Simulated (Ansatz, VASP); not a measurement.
**One calculation of LiCl, two programs**

```
Li Cl
1.0
     0.00000    2.55620    2.55620
     2.55620    0.00000    2.55620
     2.55620    2.55620    0.00000
Li Cl
1 1
Cartesian
  0.0000 0.0000 0.0000
  2.5562 2.5562 2.5562
```

Alike in both runs: task single point; functional r2SCAN; k mesh 8 × 8 × 8; occupations gaussian, width 0.02 eV; no spin polarisation.

|  | VASP | Ansatz |
| --- | --- | --- |
| version | VASP 6.6.1 | Ansatz 0.2.0 |
| potentials or method | VASP PAW PBE potentials, release 64 (Li_sv, Cl) | scalar-relativistic, plane waves, PAW |
| plane-wave cutoff (eV) | 520 | 500 |
| valence electrons in the cell | 10 | 10 |

Ansatz gave:

* gap on the k mesh at the Fermi level (eV): 7.29
* least direct gap on the mesh (eV): 7.29

Q: Which values does VASP return?

A: gap on the k mesh at the Fermi level (eV): 7.36; least direct gap on the mesh (eV): 7.36.

The functional is the same, so the differences come from potentials, cutoffs and numerics.

 A k mesh can miss the band edges. r2SCAN opens gaps a little over a GGA but as a rule still falls short of measured ones.
